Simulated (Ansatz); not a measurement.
Crystal: WS2 (Tungstenite).

```
W S
1.0
     3.18000    0.00000    0.00000
    -1.59000    2.75396    0.00000
     0.00000    0.00000   12.50000
W S
2 4
Cartesian
  1.5900 0.9180 9.3750
  0.0000 1.8360 3.1250
  1.5900 0.9180 4.6875
  0.0000 1.8360 10.9375
  1.5900 0.9180 1.5625
  0.0000 1.8360 7.8125
```

Program: Ansatz 0.2.0. Alike in all runs: potentials or basis Ansatz PAW; no spin polarisation; cell as given; k mesh 10 × 10 × 3; cutoff (eV) 420.

Question: Order these runs on this cell by their pressure, lowest first.
A. level PBE; smearing gaussian 0.015 eV
B. level BLYP; smearing fermi-dirac 0.05 eV; points for each segment of the path 14
C. level revPBE; smearing fermi-dirac 0.05 eV; points for each segment of the path 14
D. level LDA; smearing fermi-dirac 0.05 eV; points for each segment of the path 14

Answer: D (-5.6 GPa), A (2.3 GPa), C (4.2 GPa), B (9.5 GPa).

Caveats: this functional lacks dispersion, which binds the layers, so the pressure and a relaxed spacing across them are unreliable (some runs); the PAW data sets come from PBE, with cores solved anew for the run's functional, which leaves a small shift of forces and pressure (some runs).
